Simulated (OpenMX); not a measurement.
MnF2:

```
Mn F
1.0
     4.87380    0.00000    0.00000
     0.00000    4.87380    0.00000
     0.00000    0.00000    3.31070
Mn F
2 4
Direct
  0.50000 0.50000 0.50000
  0.00000 0.00000 0.00000
  0.80530 0.19470 0.50000
  0.69470 0.69470 0.00000
  0.19470 0.80530 0.50000
  0.30530 0.30530 0.00000
```

Base run:

```yaml
Program: OpenMX 3.8.5
Functional: PBE
Potentials_or_basis: OpenMX 2013 PBE set, Mn6.0-s3p2d2, F6.0-s2p2d1, grid cutoff 400 Ry
k_mesh: 7 × 7 × 9
Occupations: fermi-dirac, width 0.05 eV
Spin: collinear spin, ferromagnetic start
Starting_moments: "[4.0, 4.0, 0.0, 0.0, 0.0, 0.0] μB"
```

Its results: band gap on the k mesh 1.30 eV, direct; pressure 5.0 GPa; net moment 10.00 μB per cell; site moments Mn +4.90; F +0.05 μB; largest force 0.087 eV/Å.

Task: The run is repeated on the same cell with these changes: functional from PBE to LDA; potentials or basis from OpenMX 2013 PBE set, Mn6.0-s3p2d2, F6.0-s2p2d1, grid cutoff 400 Ry to OpenMX 2013 LDA set, Mn6.0-s3p2d2, F6.0-s2p2d1, grid cutoff 400 Ry. What comes out?

Result: Band gap on the k mesh 0.99 eV, direct; pressure -4.6 GPa; net moment 10.00 μB per cell; site moments Mn +4.85; F +0.07 μB; largest force 0.017 eV/Å.

Caveats: the basis of atomic orbitals isn't converged, which shifts pressures, moduli and gaps; only a ferromagnetic start was run, and an antiferromagnetic order may lie lower in energy.

A k mesh can miss the band edges.

Not every run made on this cell is shown here.
